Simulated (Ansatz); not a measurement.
CdS: frozen-core PAW against all-electron methods

```
CELL_PARAMETERS angstrom
0.00000 2.88842 2.95365
2.88842 0.00000 2.95365
2.88842 2.88842 0.00000
ATOMIC_POSITIONS crystal
Cd 0.00000 0.00000 0.00000
S 0.75000 0.75000 0.75000
```

Atom numbers follow the list: Cd1, S2.

The cell is COD entry 1011260, as deposited and not checked against the literature; nothing was relaxed. It is an old determination, and later ones may differ. The listed cell was then made from it by scaling, straining or moving an atom.

Levels of theory: DFT, PBE, PAW with Ansatz's default frozen-core files, scalar-relativistic (Ansatz 0.2.0); DFT, PBE, all-electron LAPW, scalar-relativistic (Ansatz 0.2.0).

For PAW: a Γ-centred 8×8×8 k mesh, Fermi–Dirac smearing of 0.01 eV, cutoff 420 eV, no spin polarisation. LAPW targets a basis error of 1 meV/atom. The Ansatz runs share mesh, smearing and spin set-up. Plane-wave (PAW) pressures include the program's estimate of the Pulay term.

Stress and pressure are positive in compression.

The change that made this cell: z strained by +1.5 % at fixed volume.

PAW results:

```csv
quantity,PAW
pressure (GPa),3.28
stress xx (GPa),3.41
stress zz (GPa),3.03
band gap (eV),1.135
```

What does LAPW (all electrons) give for the same quantities?


```csv
quantity,LAPW
pressure (GPa),3.32
stress xx (GPa),3.44
stress zz (GPa),3.06
band gap (eV),1.136
```
